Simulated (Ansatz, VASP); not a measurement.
## One calculation of Si, two programs

Contents of INCAR:

```
PREC     = Accurate       # precision mode
ENCUT    = 520            # plane-wave cutoff, eV
EDIFF    = 1E-6           # SCF threshold, eV
ISMEAR   = -1             # smearing method
SIGMA    = 0.1            # smearing width, eV
LREAL    = F              # projectors in reciprocal space
LASPH    = T              # aspherical terms in the spheres
NELM     = 150            # most SCF steps
ALGO     = Normal         # electronic algorithm
ISIF     = 2              # what is computed and relaxed
LWAVE    = F              # write WAVECAR
LCHARG   = T              # write CHGCAR
ISPIN    = 2              # spin polarisation
MAGMOM   = -0.06 -0.59    # initial moments
LORBIT   = 11             # projections on sites
GGA      = PS             # functional
LELF     = T              # ELF
LVHAR    = T            
NBANDS   = 15             # bands
```

File KPOINTS:

```
Automatic mesh
0
Gamma
  8 8 8
```

The input POSCAR:

```
Si
1.0
    0.0000000000      2.7398772164      2.7398772164
    2.7398772164      0.0000000000      2.7398772164
    2.7398772164      2.7398772164      0.0000000000
Si
2
Direct
    0.5000000000      0.5000000000      0.5000000000
    0.7500000000      0.7500000000      0.7500000000
```

File input.yaml:

```yaml
crystal:
  lattice:
    - [0.0, 2.7398772164, 2.7398772164]
    - [2.7398772164, 0.0, 2.7398772164]
    - [2.7398772164, 2.7398772164, 0.0]
  atoms:
    - { symbol: Si, position: [0.5, 0.5, 0.5], spin: -0.06 }
    - { symbol: Si, position: [0.75, 0.75, 0.75], spin: -0.59 }
kpoints:
  mp_grid: { grid: [8, 8, 8] }
scf:
  occupations: { method: fermi_dirac, width: 0.1 }
hamiltonian:
  xc: pbesol
  pseudopotentials:
    kind: all_electron
    lapw: { basis_error: 0.002 }
    relativity: none
magnetization:
  spin_polarized: true
output:
  forces: true
  stress: true
  eigenvalues: true
```

Change from the starting cell: volume scaled by 1.02.

Alike in both runs: task single point; functional PBEsol; k mesh 8 × 8 × 8; occupations fermi-dirac, width 0.1 eV; collinear spin.

```csv
,VASP,Ansatz
version,VASP 6.6.1,Ansatz 0.2.0
potentials or method,"VASP PAW PBE potentials, release 64 (Si)","all-electron LAPW, non-relativistic"
plane-wave cutoff (eV),520,see its input
```

|  | VASP | Ansatz | Ansatz less VASP |
| --- | --- | --- | --- |
| gap on the k mesh at the Fermi level (eV) | 0.55 | 0.57 | +0.023 |
| least direct gap on the mesh (eV) | 2.51 | 2.51 | +0.006 |
| pressure (GPa) | -2.2 | -2.3 | -0.10 |
| net moment per atom (μB) | 0.00 | 0.00 | 0.000 |

Ansatz ran all-electron here, so the differences hold the error of VASP's frozen core and of both bases.

Caveats: the PAW data sets were made with another functional, which shifts forces and pressure a little (VASP); the starting moments weren't kept (Ansatz). A k mesh can miss the band edges.

A gap of «none» marks a metal or a gap under the smearing width.
